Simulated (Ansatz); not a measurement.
**C: energy along a strain**

C, P-3m1, a = 2.465 Å, c = 23.922 Å. The cell holds a free layer, 21 Å of vacuum away from its images, not a bulk crystal. Ansatz: PBE+D3(BJ), PAW, 420 eV, Γ-centred 24×24×2 mesh on 4 atoms, Gaussian smearing 0.15 eV; no spin polarisation. Cell vectors (Å): 2.465 0.000 0.000; -1.233 2.135 0.000; 0.000 0.000 23.922. The cell is strained by x per cent times the pattern (1 -1 0 0 0 0) in the order xx yy zz yz xz xy (engineering shears), with fractional coordinates held. y is the free energy over the start, V0 = 31.478 Å³/atom. Points with a strain past 8.5 % were computed too (5) and aren't used here.

| x (%) | y (meV/atom) |
| --- | --- |
| -7.50 | ? |
| -3.75 | 70.94 |
| 0.00 | 0.00 |
| 3.75 | 71.17 |
| 7.50 | 288.51 |

Question: Fit y = c2 x² + c3 x³ to the other rows, get the stiffness along the pattern, and predict the missing energy.

Answer: Least squares on the rows shown. y = 5.0645 x² + 0.0084154 x³. The clamped-ion stiffness p·C·p = 2 × 50.64 eV × 160.2 / 31.478 Å³ = 515 GPa. The vacuum dilutes this figure; times the height of the cell it is 1233 N/m for the layer. At x = -7.50 the fit asked for gives 281.33 meV/atom. The run gave 286.93 meV/atom, so the fit is 5.60 meV/atom too low, 1.9 % of the span of the series, against an rms of 0.30 meV/atom on the fitted rows. The row lies outside the fitted range. With a term in x⁴ added, a fit to the same known rows (none to spare) predicts 286.67 meV/atom, so most of the miss is curvature that the known rows already hold.

This form isn't the element's structure at ambient conditions.

Cost: 10 runs of about 2 core-minutes in all, on Intel Xeon 6975P-C (Granite Rapids) (shared hosts).